Why do the electron levels of wurtzite silicon carbide merge in pairs on one face of the Brillouin zone and split apart elsewhere? Many of the splittings are large. Where point c is zero, coupling between neighbouring SiC layers holds the two lowest empty levels 1.4 to 3.5 eV apart, while the order of the levels at the valence top hangs on a few tenths. The table lists semilocal band energies counted from the valence top: "level under 1" is the highest filled level at a point and "level over 1" the lowest empty one.

Band levels of wurtzite SiC (P6₃mc, 4-atom cell) from ABINIT 10.8.3: plane-wave DFT with PBEsol, JTH PAW PBE v2.0 datasets, a 544 eV cutoff and a 4×4×2 k mesh, without spin polarisation or spin–orbit coupling, at fixed geometry. Energies are counted from the valence top; levels under and over the gap are numbered outward from it.

| point a (reciprocal cell vector) | point b (reciprocal cell vector) | point c (reciprocal cell vector) | level point (row) | level under 4 (eV) | level under 3 (eV) | level under 2 (eV) | level under 1 (eV) | level over 1 (eV) | level over 2 (eV) |
| --- | --- | --- | --- | --- | --- | --- | --- | --- | --- |
| 0.0000 | 0.0000 | 0.0000 | 1 | -1.571 | -0.267 | -0.267 | 0.000 | 4.538 | 5.924 |
| 0.2500 | 0.0000 | 0.0000 | 2 | -3.238 | -2.787 | -0.950 | -0.901 | 3.756 | 5.627 |
| 0.5000 | 0.0000 | 0.0000 | 3 | -5.508 | -3.590 | -3.343 | -1.503 | 2.448 | 4.111 |
| 0.2500 | 0.2500 | 0.0000 | 4 | -5.562 | -5.014 | -3.268 | -2.684 | 3.051 | 6.559 |
| 0.0000 | 0.0000 | 0.5000 | 5 | -0.971 | -0.971 | -0.971 | -0.971 | 5.608 | 5.608 |
| 0.5000 | 0.0000 | 0.5000 | 6 | -2.725 | -2.725 | -2.375 | -2.375 | 3.036 | 3.036 |
| 0.2500 | 0.2500 | 0.5000 | 7 | -4.918 | -4.918 | -2.120 | -2.120 | 4.557 | 4.557 |

The three rows with point c equal to 0.5 lie on the top face of the zone, and there every listed level has a partner of equal energy. At (0, 0, 0.5) four filled levels coincide. Among the rows with point c equal to zero, the only such pair is the one at the zone centre Γ, (0, 0, 0). The two upper filled levels at (0.25, 0, 0) come within 0.05 eV of each other, but no symmetry makes them equal. Coincidences as regular as those on the face do call for a symmetry, and the crystal has a suitable one.

The cell holds two SiC bilayers, and a half-turn combined with a shift of half a cell along the axis carries one into the other. Follow this screw motion by time reversal, and a state on the top face returns to the same point of the zone. Doing both twice shifts the state by one full cell, which on this face multiplies it by −1. Because time reversal involves complex conjugation, a state that was its own partner would have to return with +1. Every level therefore needs a distinct partner, whatever the atoms are, as long as the crystal is non-magnetic and spin–orbit coupling is left out, as it is here.

The size of the splitting away from the face follows from a simpler system: a chain of identical atoms with one orbital each, described with a cell twice as long as necessary. Let each bilayer carry one level $E_0$, coupled with strength $t$ to the bilayers above and below. The two levels of the cell are then

$$E = E_0 \pm 2t\cos(\varphi/2),$$

where the phase $\varphi$ from one cell to the next is $2\pi$ times point c. At $\varphi=0$ the levels stand $4t$ apart; at $\varphi=\pi$ the couplings from above and below cancel and both levels sit at $E_0$. The face level should thus lie midway between the two levels it came from.

The in-plane p states, whose lobes lie within the layers, give a clean test. At Γ they form doublets, because the two in-plane directions are equivalent. The same holds at (0, 0, 0.5), where the pairing on the face joins two doublets into one fourfold level. The upper doublet lies at −0.267 eV, and symmetry together with the usual band order assigns the level at −1.571 eV to the lower one. Their midpoint is $(-0.267-1.571)/2=-0.919$ eV, while the calculation puts the fourfold level at −0.971 eV, a value that the estimate did not use. The miss is about 4% of the splitting at Γ.

The chain picture works well only while each bilayer contributes a single level or doublet of a given symmetry in the energy range concerned. At Γ, symmetry keeps the in-plane p states apart from the s states and from the p states along the axis. The conduction states have no such protection, and their face levels miss the midpoint by 0.2 to 0.4 eV. Above (0.25, 0.25, 0) the picture breaks down for the upper valence pair: on the face it lies at −2.120 eV, higher than both of the levels it should lie between, −2.684 and −3.268 eV. It fails above M, (0.5, 0, 0), too: the filled face pairs lie at −2.375 and −2.725 eV, but only one filled level at M lies above them, so they cannot both be midpoints. Mixing among several orbitals, which symmetry permits at these points, is the likely reason, though the energies alone do not test it.

The same splitting helps to place the conduction edge. At each of the three in-plane positions that occur both on the face and at point c zero, the lower member of the split conduction pair lies below the face level. The lowest of all is at M, (0.5, 0, 0), 2.448 eV above the valence top at Γ, whereas a vertical transition needs at least 3.95 eV on this mesh. Light emission near the gap therefore needs help from lattice vibrations or defects and is usually weak. The conduction minimum of this polytype is known to lie at K, (1/3, 1/3, 0), off the mesh, so 2.448 eV is an upper bound to the gap of this calculation; the measured gap is larger, since semilocal functionals underestimate it.

The valence top itself should be read with care, because the atoms were not relaxed. A single level lies 0.267 eV above the doublet at Γ, whereas relaxed crystals of this polytype normally have the doublet on top. The structure data of the run list four equal Si–C contacts of 1.868 Å, which do not fit the cell: if the three slanted bonds measure 1.868 Å, the axial one measures 1.945 Å. The computed stress, a pull along the axis, favours this reading. A stretched axial bond binds less and lifts the p state that points along it, which would explain the unusual order; relaxing the atoms would test this. The printed analysis gives the splittings and midpoint comparisons.

Output of the analysis:

```
Splittings and vertical gap in eV:
   row  upper valence pair split  conduction pair split  vertical gap
   0.0                     0.267                  1.386         4.538
  0.25                     0.049                  1.871         4.657
   0.5                      1.84                  1.663         3.951
  0.25                     0.584                  3.508         5.735
   0.0                         0                      0         6.579
   0.5                         0                      0         5.411
  0.25                         0                      0         6.677
In-plane p states, midpoint of the two levels at Gamma, eV: -0.919
Fourfold level at (0 0 1/2), eV: -0.971
Fourfold level less midpoint, eV: -0.052
Distance between the doublet and the fourth level at Gamma, eV: 1.304
Fall of the in-plane doublet from Gamma to (0 0 1/2), eV: 0.704
Singlet above doublet at Gamma, eV: 0.267
Conduction pair on face less midpoint at c=0, above Gamma, eV: 0.377
Conduction pair on face less midpoint at c=0, above M, eV: -0.2435
Conduction pair on face less midpoint at c=0, above (1/4 1/4), eV: -0.248
Upper valence pair on face less midpoint at c=0, above (1/4 1/4), eV: 0.856
Upper valence pair on face less highest level at c=0, above (1/4 1/4), eV: 0.564
Rise of lowest conduction level from M to the face, eV: 0.588
Gap on the mesh from Gamma to M, eV: 2.448
Same distance counted from the doublet at Gamma, eV: 2.715
Axial bond if the three slanted bonds have the listed length, angstrom: 1.945
Slanted bonds if the axial bond has the listed length, angstrom: 1.893
```
